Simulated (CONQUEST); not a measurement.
Input of a CONQUEST 1.3 run:

The input Conquest_input:

```
IO.Title CaSe
IO.Coordinates coords.dat
IO.FractionalAtomicCoords F
IO.Iprint 2
IO.Iprint_init 1
General.NumberOfSpecies 2
General.PseudopotentialType hamann
General.FunctionalType -150130
General.DifferentFunctional T
AtomMove.TypeOfRun static
AtomMove.FullStress T
Grid.GridCutoff 120
DM.SolutionMethod diagon
Diag.MPMesh T
Diag.GammaCentred T
Diag.MPMeshX 6
Diag.MPMeshY 6
Diag.MPMeshZ 4
Diag.kT 0.00367493
minE.SCTolerance 1e-6
Basis.MultisiteSF T
Multisite.LFD T
Multisite.Smear T
SC.MaxIters 100
IO.AtomChargeOutput T
%block ChemicalSpeciesLabel
1 78.960 Se
2 40.080 Ca
%endblock
%block Se
Atom.NumberOfSupports 9
Atom.MultisiteRange 8
Atom.LFDRange 8
%endblock
%block Ca
Atom.NumberOfSupports 5
Atom.MultisiteRange 8
Atom.LFDRange 8
%endblock
```

The input coords.dat:

```
    7.8998399853     0.0000000000     0.0000000000
    0.0000000000     7.8998399853     0.0000000000
    0.0000000000     0.0000000000    11.1720608488
4
  0.0000000000   0.0000000000   5.5860304244 1 T T T
  3.9499199926   3.9499199926   0.0000000000 1 T T T
  0.0000000000   0.0000000000   0.0000000000 2 T T T
  3.9499199926   3.9499199926   5.5860304244 2 T T T
```

Potentials or basis: PseudoDojo NC PBEsol, SZP, multi-site functions of range 8 bohr, grid cutoff 120 Ha.

Run with:

```bash
$ Conquest
```

Q: Estimate the pressure.

A: -0.4 GPa.

Q: Predict the Mulliken charges.

A: Se -1.74; Ca +1.74 e.

Caveat: the potentials were made for another functional, which shifts forces and pressure; the atomic basis is small; multi-site functions contract the basis, which raises the energy a little and makes forces and stress less exact; the basis of atomic orbitals isn't converged, which shifts pressures, moduli and gaps; the real-space grid breaks the cell's symmetry a little.

**Experimental background.**

A printed reference work, monograph, original work of 1988 reports, for a bulk crystal of CaSe at 2 K: band gap 3.85 eV (indirect).

Against the measured gap of CaSe, 3.85 eV (indirect; 2 K; a printed reference work, monograph, original work of 1988), the calculated 3.60 eV is off by -0.25 eV. Spin-orbit coupling on Se is left out. The value is that of SOGGA in an atomic basis (PseudoDojo NC PBEsol, SZP, multi-site functions of range 8 bohr, grid cutoff 120 Ha), whose error adds to the functional's, on a finite k mesh, which can miss the band edges, without temperature or zero-point motion.
